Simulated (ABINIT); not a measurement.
# PbO2 (Fm-3m) in ABINIT: a series of runs, part 2 of 2

ABINIT 10.8.3 (patched build).

### 4 Single point, PBEsol

Input file run.abi:

```
# Pseudopotentials
pp_dirpath "./"
pseudos "Pb.upf, O.upf"

# Structure
acell 3*1.0
rprim
     0.0000000000     5.1060248709     5.1060248709
     5.1060248709     0.0000000000     5.1060248709
     5.1060248709     5.1060248709     0.0000000000
ntypat 2
znucl 82 8
natom 3
typat 1 2 2
xred
     0.0000000000     0.0000000000     0.0000000000
     0.7500000000     0.7500000000     0.7500000000
     0.2500000000     0.2500000000     0.2500000000

# Plane-wave basis
ecut 979.609905 eV

# k points
kptopt 1
ngkpt 7 7 7
nshiftk 1
shiftk 0.0 0.0 0.0

# Exchange and correlation
ixc -116133

# Bands and occupations
nband 17
occopt 3
tsmear 0.05 eV

# SCF cycle
nstep 100
tolvrs 1.0e-10

# Output
iomode 3
prtwf 0
prtden 0
prteig 0
prtebands 0
enunit 1
```

Potentials or basis: PseudoDojo NC SR PBEsol v0.4.1 standard.

On the command line:

```console
$ mpirun --bind-to none -np 4 abinit run.abi > log 2>&1
```

run.abo:

```text
.Version 10.8.3 of ABINIT
 Symmetries : space group Fm -3 m (#225); Bravais cF (face-center cubic)
================================================================================
 Values of the parameters that define the memory need of the present run
     intxc =       0    ionmov =       0      iscf =       7    lmnmax =       6
     lnmax =       6     mgfft =      40  mpssoang =       3    mqgrid =    3001
     natom =       3  nloc_mem =       1    nspden =       1   nspinor =       1
    nsppol =       1      nsym =      48    n1xccc =    2501    ntypat =       2
    occopt =       3   xclevel =       2
       mpw =        2762          nfft =       64000          nkpt =          20
================================================================================
================================================================================

--------------------------------------------------------------------------------
------------- Echo of variables that govern the present computation ------------
--------------------------------------------------------------------------------
 -outvars: echo values of preprocessed input variables --------
            acell      1.0000000000E+00  1.0000000000E+00  1.0000000000E+00 Bohr
              amu      2.07200000E+02  1.59994000E+01
             ecut      3.60000000E+01 Hartree
           enunit           1
              ixc     -116133
         kptrlatt        7    0    0      0    7    0      0    0    7
          kptrlen      5.05470674E+01
            natom           3
            nband          17
            ngfft          40      40      40
             nkpt          20
            nstep         100
             nsym          48
           ntypat           2
           occopt           3
           prtden           0
        prtebands           0
           prteig           0
            prtwf           0
            rprim      0.0000000000E+00  5.1060248709E+00  5.1060248709E+00
                       5.1060248709E+00  0.0000000000E+00  5.1060248709E+00
                       5.1060248709E+00  5.1060248709E+00  0.0000000000E+00
          spgroup         225
           tolvrs      1.00000000E-10
           tsmear      1.83746611E-03 Hartree
            typat      1  2  2
           xangst      0.0000000000E+00  0.0000000000E+00  0.0000000000E+00
                       4.0529879972E+00  4.0529879972E+00  4.0529879972E+00
                       1.3509959991E+00  1.3509959991E+00  1.3509959991E+00
            xcart      0.0000000000E+00  0.0000000000E+00  0.0000000000E+00
[... 129 lines left out ...]
    3      0.00000000000000    -0.00000000000000    -0.00000000000000
 frms,max,avg= 1.0182394E-25 1.4400080E-25   0.000E+00  0.000E+00  0.000E+00 h/b

 cartesian forces (eV/Angstrom) at end:
    1     -0.00000000000000    -0.00000000000000     0.00000000000000
    2     -0.00000000000000     0.00000000000000     0.00000000000000
    3      0.00000000000000    -0.00000000000000    -0.00000000000000
 frms,max,avg= 5.2359976E-24 7.4048188E-24   0.000E+00  0.000E+00  0.000E+00 e/A
 length scales=  1.000000000000  1.000000000000  1.000000000000 bohr
              =  0.529177210544  0.529177210544  0.529177210544 angstroms
 Fermi (or HOMO) energy (eV) =   4.08087   Average Vxc (eV)= -11.70311
 Eigenvalues (   eV  ) for nkpt=  20  k points:
 kpt#   1, nband= 17, wtk=  0.00292, kpt=  0.0000  0.0000  0.0000 (reduced coord)
 -14.37110  -11.57982  -11.57982  -11.57982  -11.47346  -11.33863  -11.33863    1.26926
   2.07663    2.07663    2.07663    2.85660    2.85660    2.85660   10.91608   10.91608
  10.91608
 prteigrs : prtvol=0 or 1, do not print more k-points.

--- !EnergyTerms
iteration_state     : {dtset: 1, }
comment             : Components of total free energy in Hartree
kinetic             :  5.68709316952024E+01
hartree             :  1.85476593236770E+01
xc                  : -2.80393115854820E+01
Ewald energy        : -7.71957799543104E+01
psp_core            :  5.54533550095984E+00
local_psp           : -5.91014717972911E+01
non_local_psp       : -1.97852602276216E+01
internal            : -1.03157897044866E+02
'-kT*entropy'       : -2.30819679700731E-04
total_energy        : -1.03158127864546E+02
total_energy_eV     : -2.80707566173445E+03
band_energy         : -5.51217252973875E+00
...

 Cartesian components of stress tensor (hartree/bohr^3)
  sigma(1 1)=  1.96779508E-04  sigma(3 2)=  0.00000000E+00
  sigma(2 2)=  1.96779508E-04  sigma(3 1)=  0.00000000E+00
  sigma(3 3)=  1.96779508E-04  sigma(2 1)=  0.00000000E+00

-Cartesian components of stress tensor (GPa)         [Pressure= -5.7895E+00 GPa]
- sigma(1 1)=  5.78945300E+00  sigma(3 2)=  0.00000000E+00
- sigma(2 2)=  5.78945300E+00  sigma(3 1)=  0.00000000E+00
- sigma(3 3)=  5.78945300E+00  sigma(2 1)=  0.00000000E+00

== END DATASET(S) ==============================================================
================================================================================

 -outvars: echo values of variables after computation  --------
            acell      1.0000000000E+00  1.0000000000E+00  1.0000000000E+00 Bohr
           etotal     -1.0315812786E+02
            fcart     -7.2000398959E-26 -7.2000398959E-26  7.2000398959E-26
                      -7.2000398959E-26  1.4400079792E-25  7.2000398959E-26
                       1.4400079792E-25 -7.2000398959E-26 -1.4400079792E-25
            rprim      0.0000000000E+00  5.1060248709E+00  5.1060248709E+00
                       5.1060248709E+00  0.0000000000E+00  5.1060248709E+00
                       5.1060248709E+00  5.1060248709E+00  0.0000000000E+00
           strten      1.9677950771E-04  1.9677950771E-04  1.9677950771E-04
                       0.0000000000E+00  0.0000000000E+00  0.0000000000E+00
           xangst      0.0000000000E+00  0.0000000000E+00  0.0000000000E+00
                       4.0529879972E+00  4.0529879972E+00  4.0529879972E+00
                       1.3509959991E+00  1.3509959991E+00  1.3509959991E+00
             xred      0.0000000000E+00  0.0000000000E+00  0.0000000000E+00
                       7.5000000000E-01  7.5000000000E-01  7.5000000000E-01
                       2.5000000000E-01  2.5000000000E-01  2.5000000000E-01
 Calculation completed.
```

Run time: 8.3 s. Hardware: 4 MPI ranks of Arm Neoverse V2, shared host; peak memory 0.28 GiB.

What came out:

```
Free energy                                           : -2807.0757 eV
Pressure                                              : -5.8 GPa
Band gap on the k mesh                                : none (metal or under the smearing width)
Valence electrons inside the program's atomic spheres : Pb 9.92; O 6.03
```

Caveat: the cutoff is short for stress, so the pressure is rough. Spin-orbit coupling is left out, which matters for the levels of Pb.

### 5 Single point, LDA

run.abi, as its differences from that of step 4:

```diff
@@ -5,7 +5,7 @@
 # Structure
-acell 3*1.0
+acell 7.2210096223 7.2210096223 7.2210096223
 rprim
-     0.0000000000     5.1060248709     5.1060248709
-     5.1060248709     0.0000000000     5.1060248709
-     5.1060248709     5.1060248709     0.0000000000
+     0.0000000000     0.7071067812     0.7071067812
+     0.7071067812     0.0000000000     0.7071067812
+     0.7071067812     0.7071067812     0.0000000000
 ntypat 2
@@ -20,3 +20,3 @@
 # Plane-wave basis
-ecut 979.609905 eV
+ecut 35.0
 
@@ -29,3 +29,3 @@
 # Exchange and correlation
-ixc -116133
+ixc 7
 
@@ -46,2 +46 @@
 prtebands 0
-enunit 1
```

Potentials or basis: PseudoDojo NC SR LDA v0.4.1 standard.

On the command line:

```console
$ abinit run.abi > log 2>&1
```

It took 31 s on 1 thread of Arm Neoverse V1, shared host; peak memory 0.08 GiB.

The run converged. Its results:

```
Free energy                                           : -2808.1162 eV
Band gap on the k mesh                                : none (metal or under the smearing width)
Valence electrons inside the program's atomic spheres : Pb 9.92; O 6.02
```

Levels at points of the mesh, in eV from the Fermi level:
```tsv
k point	band 9	band 10	band 11	band 12	band 13	band 14	band 15	band 16	band 17
(0.00, 0.00, 0.00)	-1.99	-1.99	-1.99	-1.23	-1.23	-1.23	6.75	6.75	6.75
```

Caveat: the cutoff is too short for stress, so the log's stress isn't used.

### 6 The runs side by side

| task | level | potentials or basis | cell | cutoff (eV) | cell freedom (optcell) | optimiser (ionmov) | cutoff smearing ecutsm (Ha) | force stop (Ha/bohr) | gap on the mesh (eV) | pressure (GPa) |
| --- | --- | --- | --- | --- | --- | --- | --- | --- | --- | --- |
| relaxation of cell and atoms | PBEsol | PseudoDojo NC SR PBEsol v0.4.1 standard | relaxed | 1143 | 2 | 2 | 0.5 | 2e-05 | none | 0.0 |
| single point | PBEsol | PseudoDojo NC SR PBEsol v0.4.1 standard | cell relaxed | 1143 | - | - | - | - | none | 0.0 |
| single point | PBEsol | PseudoDojo NC SR PBEsol v0.4.1 standard | as given | 980 | - | - | - | - | none | -5.8 |
| single point | LDA | PseudoDojo NC SR LDA v0.4.1 standard | as given | 952 | - | - | - | - | none | - |

Alike in all rows: no spin polarisation; k mesh 7 × 7 × 7; smearing fermi-dirac 0.05 eV.

Caveats: the cutoff is short for stress, so the pressure is rough (some runs).

Absolute energies hang on the potentials; compare differences alone.
